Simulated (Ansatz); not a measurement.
Below is a relaxed structure of PtS₂. The cell was found from a structure generator's guess, not taken from experiment.

The calculation used Ansatz, DFT PBE, scalar-relativistic, plane waves, PAW. Cutoff 420 eV, Γ-centred mesh, Gaussian smearing, no spin polarisation.

```xyz
6
Lattice="3.5107 0.0000 0.0000 -1.7554 3.0404 0.0000 0.0000 0.0000 11.0786" Properties=species:S:1:pos:R:3 pbc="T T T"
Pt    0.0000    2.0269    2.7697
Pt    1.7554    1.0135    8.3090
S     0.0000    2.0269    6.9294
S     1.7554    1.0135    1.3901
S     0.0000    2.0269    9.6885
S     1.7554    1.0135    4.1492
```

The zero of energy is the elements' standard structures at the same level; no fitted shifts are applied.

**Question.** What space group does it have?

**Answer.** P6_3/mmc (No. 194), the 2H molybdenite type. Conventional cell: a = 3.511 Å, c = 11.079 Å. Around Pt lie 6 S at 2.45 Å; S has 3 Pt at 2.45 Å and 1 S at 2.76 Å.

**Question.** What is its formation energy per atom?

**Answer.** +0.20 eV/atom. It can't be a ground state, since the elements alone are lower.

**Question.** Is it a metal?

**Answer.** Yes, bands cross the Fermi level on the 12×12×4 mesh.

The last run used a 12×12×4 mesh (in the run's order of axes) for its 6-atom cell and Gaussian smearing of 0.10 eV. No dispersion correction is applied, so the spacing and binding between layers, chains or molecules are poorly described. Spin–orbit coupling, which can matter for Pt, is left out. The reference form of S is held partly by dispersion forces, which this level lacks. Symmetry constrained the relaxation, so the result can be a saddle point. Another cell of PtS2 relaxed alike, in P-3m1 (a cell as deposited in COD), lies 0.57 eV/atom lower, so this cell isn't the stable form at this level.
